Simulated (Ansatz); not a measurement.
Below is a relaxed structure of SiNi₂. The cell was found from a structure generator's guess, not taken from experiment.

Computed with DFT PBE, scalar-relativistic, plane waves, PAW (Ansatz). Cutoff 420 eV, Γ-centred mesh, Gaussian smearing, no spin polarisation.

```
Si Ni
1.0
     2.57729    0.00000    0.00000
     0.00000    2.57729    0.00000
     0.00000    0.00000    5.46794
Si Ni
1 2
Direct
  0.00000 0.00000 0.38093
  0.00000 0.00000 0.97841
  0.50000 0.50000 0.65361
```

Energies over the elements count from the elements' standard structures at the same level, with no fitted energy shifts.

Task: Find its symmetry and describe it.

Result: P4mm (No. 99). Conventional cell: a = 2.577 Å, c = 5.468 Å. Si is surrounded by 1 Ni at 2.20 Å, 4 Ni at 2.35 Å and 4 Si at 2.58 Å; Ni on its first site has 1 Si at 2.20 Å and 8 Ni at 2.54–2.58 Å; Ni on its second site has 4 Si at 2.35 Å and 8 Ni at 2.54–2.58 Å.

Task: How far does it lie from the elements in energy?

Result: −0.12 eV/atom.

Task: Is it a metal?

Result: Yes, bands cross the Fermi level on the 18×18×8 mesh.

The last run used an 18×18×8 mesh (in the run's order of axes) for its 3-atom cell and Gaussian smearing of 0.10 eV. Trial moments died out on the coarse mesh, so the last step has no spin; another magnetic start might hold. A structure relaxed within its symmetry needn't be a true minimum. Another cell of SiNi2 relaxed alike, in P6_3/mmc (a cell as deposited in COD), lies 0.38 eV/atom lower, so this cell isn't the stable form at this level.
